Ansatz 0.2.0, PBE with plane-wave PAW (420 eV cutoff, 13 × 13 × 1 k mesh, 0.05 eV Gaussian smearing, no spin polarization), for an eight-plane CdTe(100) slab. Plane shares are fractions of the states from 0 to 0.25 eV above the Fermi level, every state counted in full; planes run from the bottom up, with heights measured from the top atom.

```tsv
row	plane share	plane formula	plane height (Å)
1	0.226	Te	-11.791
2	0.041	Cd	-10.188
3	0.027	Te	-8.586
4	0.019	Cd	-6.983
5	0.032	Te	-5.184
6	0.087	Cd	-3.523
7	0.148	Te	-1.710
8	0.420	Cd	0.000
```

The plane share tells how the states in a narrow range of energy are divided among the atomic planes of a CdTe slab. These are empty states just above the Fermi level, and they gather at the two surfaces. The top Cd plane (row 8) holds 0.420 of them, the bottom Te plane (row 1) holds 0.226, and the middle is almost bare, with 0.019 at row 4. Given only the two outer values, the planes between can be estimated by hand.

The slab is cut so that one face ends in Cd and the other in Te. Atoms at both faces have lost neighbours, and their broken bonds leave orbitals whose energies can fall where bulk CdTe has no states. An electron in such a surface state can move along the surface, but it can't travel into the crystal as a bulk wave does. Its wave leaks inward and dies away, much as light does behind a totally reflecting surface. This is the standard picture of a surface state, and the table agrees with it: from either face the share falls at every step until row 4.

Theory also says how the wave should die away. In a periodic crystal a single decaying wave loses the same fraction of its weight in each repeat of the structure, which here means one Cd plane and one Te plane. Below the Cd face the numbers follow this closely: the share drops by a factor of 4.8 from row 8 to row 6, and by 4.6 from row 7 to row 5. The single steps are less even, with a large drop from Cd to Te and a smaller one from Te to Cd. That is natural if the state at the Cd face is built mainly from Cd orbitals. Above the Te face the law fits less well: the share drops by a factor of 8.4 from row 1 to row 3, but only by 2.2 from row 2 to row 4. The window mixes many states, which can decay at different rates, and the tail from the Cd face adds to the inner planes.

For a rule of thumb, the alternation between Cd and Te planes can be smoothed over. Suppose that each step inward multiplies the share by the same factor q, whichever face one starts from. The planes are 1.6 to 1.8 Å apart, so counting them is as good as measuring depth. Where the tails from the two faces meet, their shares are added.

The factor q needs no further information, because all the shares must add up to one. Call the top share A and the bottom share B. Followed without end, the tail from the top adds up to A(1 + q + q² + …) = A/(1 − q), and the tail from the bottom to B/(1 − q). The slab does end, but when q is small almost nothing is left of a tail by then. Setting the sum of both to one gives

q = 1 − A − B.

In words, the fraction of the weight that isn't on the two faces is also the fraction that survives each step inward. If the faces hold nearly everything, the states are tightly bound to them and die out fast; if they hold little, the states reach deep. Here q = 1 − 0.420 − 0.226 = 0.354, so each plane keeps about a third of what the plane outside it had.

Take row 4, near the middle, where both tails matter. It lies four steps below the Cd face, which contributes 0.420 × q⁴ ≈ 0.007. It lies three steps above the Te face, which contributes 0.226 × q³ ≈ 0.010. Together they make 0.017, about an eighth below the computed share. In this estimate the weaker Te face supplies the larger part, because it is one plane nearer. The real split may be the reverse: from row 6 to row 4 the computed share falls by a factor of 4.6, much as it does higher up, as if the Cd tail alone reached that far.

Row 2 shows the weakness of the rule. It lies one step above the Te face, so its estimate is 0.226 × q ≈ 0.080, with only about 0.001 to add from the far side. The computed share is 0.041, half as much. Row 2 is a Cd plane, and a state built mainly from Te orbitals would put little weight there. This explanation fits the pattern at the other face, but the shares alone don't prove it.

Over the six inner planes the estimates are typically off by a factor of 1.35, and at worst by a factor of 2, at row 2. Neither worked row served as an input, but the test is milder than it looks: the sum of the inner shares is fixed once the faces are known, so only their distribution is being tested. Sharing the remainder equally among the inner planes would also get the sum right, yet it is typically off by a factor of 2. The inward decay is therefore real information, though the rule gives sizes rather than exact values.

A more faithful version applies one factor to each pair of planes, as the theory suggests. It needs the two outermost planes at each face as inputs, four values instead of two. For the four planes that remain, the typical error falls from a factor of 1.3 to 1.2, although row 3 gets worse. For work by hand this small gain hardly repays the extra inputs. The printed output gives both sets of estimates, along with tests of the simple rule at other energies.

Those tests show how far the rule carries. In the two neighbouring energy windows, each with its own face shares as inputs, the estimates stay within a factor of about 2.4 on every plane. Between 1 and 2 eV below the Fermi level the picture itself breaks down. There the two faces together hold only 0.17 of the weight, and the largest share sits inside the slab, on the Te plane of row 5. These look like bulk valence states, which have no reason to decay inward. The estimates still lie within a factor of about 2.2, but only because a q close to one spreads the weight almost evenly. They no longer add up to one, because the tails are still strong where the slab ends. The tail from the Te face even reaches the Cd face, whose estimate comes out 1.7 times too high although its share was an input. The rule gives a warning of its own here, since q comes out at 0.83.

A second failure comes without that warning. Between 0.5 and 1 eV above the Fermi level the faces hold 0.71 of the weight, which looks safe, yet the estimate for row 5 is too low by a factor of 5. That window contains only about 0.05 states per cell, against 1.2 in the printed one, and they come from just two levels among all the k points computed. The two tails differ sharply in this window: over two planes the share falls by a factor of 45 from the Te face, but only by 2.8 from the Cd face, so one q can't describe both. Such contrasts are more likely when there are few states, because a well-filled window averages over many. Before using the rule, one should therefore check that the faces hold most of the weight and that the window holds a fair number of states. All these tests come from one slab, so the limits may lie elsewhere for other materials.

Which face holds more depends on the energy. In the printed window the top Cd plane holds nearly twice as much as the bottom Te plane, but in both neighbouring windows the Te plane holds more. Whether a real surface has these states at all is another matter. The slab is only eight planes thick, no thicker one was tested, and its lower half is held at bulk positions. It is metallic, probably because of the polar cut, whereas bulk CdTe is a semiconductor. The calculation lets the upper half relax, but only in the smallest surface cell, which leaves no room for the rebuilding expected at a real polar surface. It also uses the PBE functional, which makes band gaps too small, and it leaves out spin–orbit coupling. Each of these can shift surface states into or out of the window, and so change the two face shares from which every estimate starts.

Numerical output:

```
Rule on the printed window:
  row  computed  estimate  estimate/computed  share/share of plane below  two-plane rule
    1     0.226    0.2263              1.001                         n/a          0.2267
    2     0.041   0.08083              1.971                      0.1814         0.04289
    3     0.027   0.03066              1.135                      0.6585         0.04132
    4     0.019   0.01662             0.8748                      0.7037          0.0182
    5     0.032   0.02218             0.6932                       1.684         0.03057
    6     0.087   0.05389             0.6194                       2.719         0.07042
    7     0.148    0.1491              1.008                       1.701           0.149
    8      0.42    0.4202                  1                       2.838          0.4202
Estimate over computed share in other windows:
  row  -0.25 to 0 eV  0.25 to 0.5 eV  -2 to -1 eV  0.5 to 1 eV
    1          1.001               1        1.102            1
    2          1.308           2.034        1.127        2.215
    3          0.891            0.78       0.5521         3.86
    4          0.684           1.015       0.8683       0.3891
    5         0.6565            0.71       0.4491       0.2037
    6         0.9096          0.4166       0.9193       0.2506
    7          1.049          0.7874       0.5371        1.446
    8          1.002               1        1.695            1
Share on the two faces together: 0.646
Factor per plane q from the two face shares: 0.354
Row 4, tail from the Cd face: 0.006596
Row 4, tail from the Te face: 0.01003
Row 2, tail from the Cd face: 0.0008265
Row 2, tail from the Te face: 0.08
Typical factor by which the rule is off, rows 2 to 7: 1.348
Even spread of the remainder, share per inner plane: 0.059
Typical factor by which the even spread is off, rows 2 to 7: 2.013
Typical factor off in rows 3 to 6, one-plane rule: 1.319
Typical factor off in rows 3 to 6, two-plane rule: 1.199
Fall over two planes, row 8 over row 6: 4.828
Fall over two planes, row 7 over row 5: 4.625
```
